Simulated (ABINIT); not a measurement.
# GaP (F-43m) in ABINIT: further runs, part 2 of 2

ABINIT 10.8.3 (patched build). The steps go on from the part before.

**4. Equation of state, LDA**

The input, run.abi:

```
ndtset 7
getwfk -1
scalecart1 3*0.9795861087
scalecart2 3*0.9864848297
scalecart3 3*0.9932883884
scalecart4 3*1.0000000000
scalecart5 3*1.0066227096
scalecart6 3*1.0131594038
scalecart7 3*1.0196128224

pp_dirpath "./"
pseudos "Ga.LDA_PW-JTH.xml, P.LDA_PW-JTH.xml"

acell 3.8540855109 3.8540855109 3.8540855109 Angstrom
rprim
     0.0000000000     0.7071067812     0.7071067812
     0.7071067812     0.0000000000     0.7071067812
     0.7071067812     0.7071067812     0.0000000000
ntypat 2
znucl 31 15
natom 2
typat 1 2
xred
     0.0000000000     0.0000000000     0.0000000000
     0.7500000000     0.7500000000     0.7500000000

ecut 20.0
pawecutdg 40.0

kptopt 1
ngkpt 8 8 8
nshiftk 1
shiftk 0.0 0.0 0.0

ixc 7

nband 13
occopt 3
tsmear 0.00183747

nstep 100
tolvrs 1.0e-9

iomode 3
prtwf 1
prtden 0
prteig 0
prtebands 0
enunit 2
```

Potentials or basis: JTH PAW LDA v2.0.

The run is started by

```console
$ abinit run.abi > log 2>&1
```

run.abo:

```text
.Version 10.8.3 of ABINIT
 DATASET    1 : space group F-4 3 m (#216); Bravais cF (face-center cubic)
================================================================================
 Values of the parameters that define the memory need for DATASET  1.
     intxc =       0    ionmov =       0      iscf =      17    lmnmax =      18
     lnmax =       6     mgfft =      30  mpssoang =       3    mqgrid =    3001
     natom =       2  nloc_mem =       2    nspden =       1   nspinor =       1
    nsppol =       1      nsym =      24    n1xccc =       1    ntypat =       2
    occopt =       3   xclevel =       1
       mpw =        1121          nfft =       27000          nkpt =          29
 PAW method is used; the additional fine FFT grid is defined by:
   mgfftf=        45    nfftf =     91125
================================================================================
================================================================================
[... 71 lines left out ...]
 DATASET    7 : space group F-4 3 m (#216); Bravais cF (face-center cubic)
================================================================================
 Values of the parameters that define the memory need for DATASET  7.
     intxc =       0    ionmov =       0      iscf =      17    lmnmax =      18
     lnmax =       6     mgfft =      30  mpssoang =       3    mqgrid =    3001
     natom =       2  nloc_mem =       2    nspden =       1   nspinor =       1
    nsppol =       1      nsym =      24    n1xccc =       1    ntypat =       2
    occopt =       3   xclevel =       1
       mpw =        1254          nfft =       27000          nkpt =          29
 PAW method is used; the additional fine FFT grid is defined by:
   mgfftf=        45    nfftf =     91125
================================================================================
================================================================================

--------------------------------------------------------------------------------
------------- Echo of variables that govern the present computation ------------
--------------------------------------------------------------------------------
 -outvars: echo values of preprocessed input variables --------
            acell      7.2831660814E+00  7.2831660814E+00  7.2831660814E+00 Bohr
              amu      6.97230000E+01  3.09737620E+01
             ecut      2.00000000E+01 Hartree
           enunit           2
           getwfk          -1
              ixc           7
           jdtset        1    2    3    4    5    6    7
[... 141 lines left out ...]
 Shapefunction is SIN type: shapef(r)=[sin(pi*r/rshp)/(pi*r/rshp)]**2
 Radius for shape functions =  1.60765221
 Compensation charge density is not taken into account in XC energy/potential

   3.98402520E+02                                ecore*ucvol(ha*bohr**3)
--------------------------------------------------------------------------------

[... 1290 lines left out ...]
-Cartesian components of stress tensor (GPa)         [Pressure= -6.6967E+00 GPa]
- sigma(1 1)=  6.69674755E+00  sigma(3 2)=  0.00000000E+00
- sigma(2 2)=  6.69674755E+00  sigma(3 1)=  0.00000000E+00
- sigma(3 3)=  6.69674755E+00  sigma(2 1)=  0.00000000E+00

== END DATASET(S) ==============================================================
================================================================================

 -outvars: echo values of variables after computation  --------
            acell      7.2831660814E+00  7.2831660814E+00  7.2831660814E+00 Bohr
           etotal1    -8.6039545145E+01
           etotal2    -8.6039871660E+01
           etotal3    -8.6039837247E+01
           etotal4    -8.6039480151E+01
           etotal5    -8.6038834471E+01
           etotal6    -8.6037931606E+01
           etotal7    -8.6036799445E+01
            fcart1    -0.0000000000E+00 -0.0000000000E+00 -0.0000000000E+00
                      -0.0000000000E+00 -0.0000000000E+00 -0.0000000000E+00
            fcart2     8.2813956688E-31  8.2813956688E-31 -2.4844187007E-30
                      -8.2813956688E-31 -8.2813956688E-31  2.4844187007E-30
            fcart3    -0.0000000000E+00 -0.0000000000E+00 -0.0000000000E+00
                      -0.0000000000E+00 -0.0000000000E+00 -0.0000000000E+00
            fcart4     1.0211838995E-31  2.0423677990E-31 -3.0635516985E-31
                      -1.0211838995E-31 -2.0423677990E-31  3.0635516985E-31
            fcart5     1.2173584678E-30 -3.3788485004E-47 -1.2173584678E-30
                      -1.2173584678E-30  3.3788485004E-47  1.2173584678E-30
[... 38 lines left out ...]
                       0.0000000000E+00  0.0000000000E+00  0.0000000000E+00
           xangst1     0.0000000000E+00  0.0000000000E+00  0.0000000000E+00
                       4.0044255642E+00  4.0044255642E+00  4.0044255642E+00
           xangst2     0.0000000000E+00  0.0000000000E+00  0.0000000000E+00
                       4.0326266733E+00  4.0326266733E+00  4.0326266733E+00
           xangst3     0.0000000000E+00  0.0000000000E+00  0.0000000000E+00
                       4.0604387709E+00  4.0604387709E+00  4.0604387709E+00
           xangst4     0.0000000000E+00  0.0000000000E+00  0.0000000000E+00
                       4.0878750001E+00  4.0878750001E+00  4.0878750001E+00
           xangst5     0.0000000000E+00  0.0000000000E+00  0.0000000000E+00
                       4.1149478091E+00  4.1149478091E+00  4.1149478091E+00
           xangst6     0.0000000000E+00  0.0000000000E+00  0.0000000000E+00
                       4.1416689979E+00  4.1416689979E+00  4.1416689979E+00
           xangst7     0.0000000000E+00  0.0000000000E+00  0.0000000000E+00
                       4.1680497665E+00  4.1680497665E+00  4.1680497665E+00
             xred      0.0000000000E+00  0.0000000000E+00  0.0000000000E+00
                       7.5000000000E-01  7.5000000000E-01  7.5000000000E-01
 Calculation completed.
```

Run time: 75 s. Hardware: 1 thread of Arm Neoverse V1, shared host; peak memory 0.13 GiB.

Results:

```yaml
Equilibrium_volume: 19.59 Å³/atom
Bulk_modulus: 90 GPa
Pressure_derivative_of_the_bulk_modulus: 4.5
```

Energy against volume, from the lowest point:
| volume (Å³/atom) | energy (meV/atom) |
| --- | --- |
| 19.026 | 4.44 |
| 19.431 | 0.00 |
| 19.836 | 0.47 |
| 20.240 | 5.33 |
| 20.645 | 14.11 |
| 21.050 | 26.40 |
| 21.455 | 41.80 |

Caveat: pressures at fixed basis lie under the slope of the energies. LDA usually gives volumes a few per cent too small.

**5. Band structure, revPBE, spin-orbit coupling, no magnetisation**

The input, run.abi:

```
# Datasets: ground state, then fixed potential
ndtset 2

# Pseudopotentials
pp_dirpath "./"
pseudos "Ga.GGA_PBE-JTH.xml, P.GGA_PBE-JTH.xml"

# Structure
acell 7.2831660764 7.2831660764 7.2831660764
rprim
     0.0000000000     0.7071067812     0.7071067812
     0.7071067812     0.0000000000     0.7071067812
     0.7071067812     0.7071067812     0.0000000000
ntypat 2
znucl 31 15
natom 2
typat 1 2
xred
     0.0000000000     0.0000000000     0.0000000000
     0.7500000000     0.7500000000     0.7500000000

# Plane-wave basis
ecut 20.0
pawecutdg 40.0

# Exchange and correlation
ixc 14

# Bands and occupations
occopt 3
tsmear 0.05 eV

# Spin
nspinor 2
nspden 1
pawspnorb 1

# SCF cycle
nstep 100

# Output
iomode 3
prtwf 0
prteig 0
prtebands 0
prtden1 1

# Dataset 1
kptopt1 4
ngkpt1 8 8 8
nshiftk1 1
shiftk1 0.0 0.0 0.0
nband1 26
tolvrs1 1.0e-9

# Dataset 2: bands along G-X-W-K-G-L-U-W-L-K
iscf2 -2
getden2 1
nband2 34
nbdbuf2 2
tolwfr2 1.0e-12
kptopt2 -9
ndivsm2 6
prteig2 1
kptbounds2
     0.0000000000     0.0000000000     0.0000000000
     0.5000000000     0.0000000000     0.5000000000
     0.5000000000     0.2500000000     0.7500000000
     0.3750000000     0.3750000000     0.7500000000
     0.0000000000     0.0000000000     0.0000000000
     0.5000000000     0.5000000000     0.5000000000
     0.6250000000     0.2500000000     0.6250000000
     0.5000000000     0.2500000000     0.7500000000
     0.5000000000     0.5000000000     0.5000000000
     0.3750000000     0.3750000000     0.7500000000
```

Potentials or basis: JTH PAW PBE v2.0.

The run is started by

```console
$ abinit run.abi > log 2>&1
```

Wall time 4.3 min (1 thread of Arm Neoverse V1, shared host); peak memory 0.22 GiB.

The run converged. Its results:

| Property | Result |
| --- | --- |
| Free energy | -2331.9895 eV |
| Pressure | 4.1 GPa |
| Band gap on the k mesh | 1.68 eV, indirect (least direct gap 1.89 eV) |
| Band gap along the path | 1.63 eV, indirect (least direct gap 1.89 eV) |
| Valence electrons inside the program's atomic spheres | Ga 11.06; P 1.59 |

Levels at the corners of the path, in eV from the valence-band top:
| point | band 15 | band 16 | band 17 | band 18 | band 19 | band 20 | band 21 | band 22 |
| --- | --- | --- | --- | --- | --- | --- | --- | --- |
| Γ | 0.00 | 0.00 | 0.00 | 0.00 | 1.89 | 1.89 | 3.77 | 3.77 |
| X | -2.71 | -2.71 | -2.69 | -2.69 | 1.70 | 1.70 | 1.85 | 1.85 |
| W | -3.59 | -3.57 | -3.45 | -3.40 | 4.72 | 4.73 | 4.85 | 4.88 |
| K | -3.95 | -3.93 | -2.28 | -2.27 | 2.22 | 2.22 | 4.81 | 4.82 |
| Γ | 0.00 | 0.00 | 0.00 | 0.00 | 1.89 | 1.89 | 3.77 | 3.77 |
| L | -1.18 | -1.18 | -1.11 | -1.11 | 1.71 | 1.71 | 4.68 | 4.68 |
| U | -3.95 | -3.93 | -2.28 | -2.27 | 2.22 | 2.22 | 4.81 | 4.82 |
| W | -3.59 | -3.57 | -3.45 | -3.40 | 4.72 | 4.73 | 4.85 | 4.88 |
| L | -1.18 | -1.18 | -1.11 | -1.11 | 1.71 | 1.71 | 4.68 | 4.68 |
| K | -3.95 | -3.93 | -2.28 | -2.27 | 2.22 | 2.22 | 4.81 | 4.82 |

Caveat: the PAW data sets were made with another functional, which shifts forces and pressure a little.

**6. Band structure, LDA-PZ**

The input, run.abi:

```
# Datasets: ground state, then fixed potential
ndtset 2

# Pseudopotentials
pp_dirpath "./"
pseudos "Ga.upf, P.upf"

# Structure
acell 3*1.0
rprim
     0.0000000000     5.1499761211     5.1499761211
     5.1499761211     0.0000000000     5.1499761211
     5.1499761211     5.1499761211     0.0000000000
ntypat 2
znucl 31 15
natom 2
typat 1 2
xcart
     0.0000000000     0.0000000000     0.0000000000
     4.0878750000     4.0878750000     4.0878750000 Angstrom

# Plane-wave basis
ecut 40.0

# Exchange and correlation
ixc 2

# Bands and occupations
occopt 3
tsmear 0.00183747

# SCF cycle
nstep 100

# Output
iomode 3
prtwf 0
prteig 0
prtebands 0
enunit 2
prtden1 1

# Dataset 1
kptopt1 1
ngkpt1 8 8 8
nshiftk1 1
shiftk1 0.0 0.0 0.0
nband1 13
tolvrs1 1.0e-10

# Dataset 2: bands along G-X-W-K-G-L-U-W-L-K
iscf2 -2
getden2 1
nband2 17
nbdbuf2 2
tolwfr2 1.0e-12
kptopt2 -9
ndivsm2 6
prteig2 1
kptbounds2
     0.0000000000     0.0000000000     0.0000000000
     0.5000000000     0.0000000000     0.5000000000
     0.5000000000     0.2500000000     0.7500000000
     0.3750000000     0.3750000000     0.7500000000
     0.0000000000     0.0000000000     0.0000000000
     0.5000000000     0.5000000000     0.5000000000
     0.6250000000     0.2500000000     0.6250000000
     0.5000000000     0.2500000000     0.7500000000
     0.5000000000     0.5000000000     0.5000000000
     0.3750000000     0.3750000000     0.7500000000
```

Potentials or basis: PseudoDojo NC SR LDA v0.4.1 standard.

The run is started by

```console
$ abinit run.abi > log 2>&1
```

run.abo:

```text
.Version 10.8.3 of ABINIT
 DATASET    1 : space group F-4 3 m (#216); Bravais cF (face-center cubic)
================================================================================
 Values of the parameters that define the memory need for DATASET  1.
     intxc =       0    ionmov =       0      iscf =       7    lmnmax =       6
     lnmax =       6     mgfft =      45  mpssoang =       3    mqgrid =    3001
     natom =       2  nloc_mem =       1    nspden =       1   nspinor =       1
    nsppol =       1      nsym =      24    n1xccc =    2501    ntypat =       2
    occopt =       3   xclevel =       1
       mpw =        3327          nfft =       91125          nkpt =          29
================================================================================
================================================================================

 DATASET    2 : space group F-4 3 m (#216); Bravais cF (face-center cubic)
================================================================================
[... 1863 lines left out ...]
   1.93152    6.25365    8.89401   12.31603   12.34906   13.31584   14.51409   18.64780
  19.93899

== END DATASET(S) ==============================================================
================================================================================

 -outvars: echo values of variables after computation  --------
            acell      1.0000000000E+00  1.0000000000E+00  1.0000000000E+00 Bohr
           etotal1    -8.3342708951E+01
            fcart1    -2.0423678005E-31 -2.0423678005E-31  6.1271034014E-31
                       2.0423678005E-31  2.0423678005E-31 -6.1271034014E-31
            rprim      0.0000000000E+00  5.1499761211E+00  5.1499761211E+00
                       5.1499761211E+00  0.0000000000E+00  5.1499761211E+00
                       5.1499761211E+00  5.1499761211E+00  0.0000000000E+00
           strten1     9.8152197135E-05  9.8152197135E-05  9.8152197135E-05
                       0.0000000000E+00  0.0000000000E+00  0.0000000000E+00
           xangst      0.0000000000E+00  0.0000000000E+00  0.0000000000E+00
                       4.0878749972E+00  4.0878749972E+00  4.0878749972E+00
             xred      0.0000000000E+00  0.0000000000E+00  0.0000000000E+00
                       7.5000000000E-01  7.5000000000E-01  7.5000000000E-01
 Calculation completed.
```

It took 3.2 min on 1 thread of Arm Neoverse V1, shared host; peak memory 0.16 GiB.

What came out:

| Item | Value |
| --- | --- |
| Free energy | -2267.8706 eV |
| Pressure | -2.9 GPa |
| Band gap on the k mesh | 1.50 eV, indirect (least direct gap 1.60 eV) |
| Band gap along the path | 1.45 eV, indirect (least direct gap 1.60 eV) |
| Valence electrons inside the program's atomic spheres | Ga 10.84; P 2.80 |

Levels at the corners of the path, in eV from the valence-band top:
| point | band 6 | band 7 | band 8 | band 9 | band 10 | band 11 | band 12 | band 13 |
| --- | --- | --- | --- | --- | --- | --- | --- | --- |
| Γ | -12.52 | 0.00 | 0.00 | 0.00 | 1.60 | 3.79 | 3.79 | 3.79 |
| X | -9.52 | -6.85 | -2.71 | -2.71 | 1.50 | 1.68 | 10.43 | 10.43 |
| W | -9.42 | -6.64 | -3.62 | -3.47 | 4.60 | 4.77 | 5.97 | 6.01 |
| K | -9.56 | -6.64 | -3.99 | -2.28 | 2.05 | 4.69 | 8.11 | 8.14 |
| Γ | -12.52 | 0.00 | 0.00 | 0.00 | 1.60 | 3.79 | 3.79 | 3.79 |
| L | -10.44 | -6.71 | -1.13 | -1.13 | 1.50 | 4.63 | 4.63 | 8.06 |
| U | -9.56 | -6.64 | -3.99 | -2.28 | 2.05 | 4.69 | 8.11 | 8.14 |
| W | -9.42 | -6.64 | -3.62 | -3.47 | 4.60 | 4.77 | 5.97 | 6.01 |
| L | -10.44 | -6.71 | -1.13 | -1.13 | 1.50 | 4.63 | 4.63 | 8.06 |
| K | -9.56 | -6.64 | -3.99 | -2.28 | 2.05 | 4.69 | 8.11 | 8.14 |

**7. The runs side by side**

```tsv
task	level	potentials or basis	spin	cutoff (eV)	fine-grid cutoff	gap on the mesh (eV)	pressure (GPa)	V0 of scaled cells (Å³/atom)	B0 (GPa)
equation of state	LDA	JTH PAW LDA v2.0	off	408	816.342 eV	-	-	19.60	90
equation of state	LDA	JTH PAW LDA v2.0	off	544	1088.46 eV	-	-	19.59	90
band structure	revPBE	JTH PAW PBE v2.0	SOC, no magnetisation	544	1088.46 eV	1.68	4.1	-	-
band structure	LDA-PZ	PseudoDojo NC SR LDA v0.4.1 standard	off	1088	-	1.50	-2.9	-	-
```

Alike in all rows: cell as given; k mesh 8 × 8 × 8; smearing fermi-dirac 0.05 eV.

Caveats: pressures at fixed basis lie under the slope of the energies (some runs); the PAW data sets were made with another functional, which shifts forces and pressure a little (some runs).

Total energies depend on the potentials used, so only differences within one code and one set of settings carry meaning.

**8. Comparison with measurements**

Step 2. Against the measured bulk modulus of GaP, 87.5 GPa (“Phosphorous dimerization in GaP at high pressure”, 2017, arxiv:1709.06667), the calculated 90 GPa is off by +2.7 %. The fit is for a static lattice scaled at fixed shape and fixed fractional positions.

Step 4. A measured bulk modulus of GaP is 87.5 GPa (“Phosphorous dimerization in GaP at high pressure”, 2017, arxiv:1709.06667); the calculated 90 GPa misses it by +2.8 %. The fit is for a static lattice scaled at fixed shape and fixed fractional positions.

Step 5. A measured gap of GaP is 2.34 eV (indirect; 10 K; quoted in “Stacking defects in GaP nanowires: Electronic structure and optical properties”, 2018, arxiv:1810.01194); the calculated 1.63 eV misses it by -0.71 eV. The value is that of revPBE, without temperature or zero-point motion. Semilocal functionals fall short of measured gaps as a rule.

Step 6. Measured gap of GaP: 2.34 eV (indirect; 10 K; quoted in “Stacking defects in GaP nanowires: Electronic structure and optical properties”, 2018, arxiv:1810.01194). This calculation gives 1.45 eV (-0.89 eV). Spin-orbit coupling on Ga is left out. The value is that of LDA-PZ, without temperature or zero-point motion. Semilocal functionals fall short of measured gaps as a rule.
